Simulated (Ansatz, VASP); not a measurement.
## Rh in VASP and in Ansatz

File INCAR:

```
SYSTEM = Rh
PREC = Accurate ; ENCUT = 520
EDIFF = 1E-7 ; ISMEAR = 0
SIGMA = 1.0 ; LREAL = .FALSE.
LASPH = .TRUE. ; NELM = 80
ALGO = Normal ; ISIF = 2
LWAVE = .FALSE. ; LCHARG = .FALSE.
NBANDS = 14
```

File KPOINTS:

```
regular mesh
0
G
  14 14 14
  0 0 0
```

Contents of POSCAR:

```
Rh
1.0
    0.0000000000      1.8776226225      1.8776226225
    1.8776226225      0.0000000000      1.8776226225
    1.8776226225      1.8776226225      0.0000000000
Rh
1
Direct
    0.0000000000      0.0000000000      0.0000000000
```

Input for Ansatz:

```yaml
crystal:
  lattice:
    - [0.0, 1.8776226225, 1.8776226225]
    - [1.8776226225, 0.0, 1.8776226225]
    - [1.8776226225, 1.8776226225, 0.0]
  atoms:
    - { symbol: Rh, position: [0.0, 0.0, 0.0] }
hamiltonian:
  xc: lda
  pseudopotentials:
    kind: paw
    azcp:
      Rh: "pseudopotentials/Rh.paw.azcp"
basis:
  ecutwfc: 420
  fft_grid_basis: typed
kpoints:
  mp_grid: { grid: [14, 14, 14], shift: [0, 0, 0] }
magnetization:
  spin_polarized: false
scf:
  occupations: { method: gaussian, width: 1.0 }
  lower_state_search: "off"
output:
  stress: true
```

Alike in both runs: task single point; functional LDA; k mesh 14 × 14 × 14; occupations gaussian, width 1 eV; no spin polarisation.

|  | VASP | Ansatz |
| --- | --- | --- |
| version | VASP 6.6.1 | Ansatz 0.2.0 |
| potentials or method | VASP PAW LDA potentials, release 64 (Rh_pv) | plane waves (420 eV) with PAW, scalar-relativistic |
| plane-wave cutoff (eV) | 520 | 420 |
| valence electrons in the cell | 15 | 17 |

```tsv
	VASP	Ansatz	Ansatz less VASP
pressure (GPa)	6.7	5.8	-0.94
```

The two sets of potentials don't hold the same shells in valence. Ansatz warned: «pseudo_functional_mismatch».
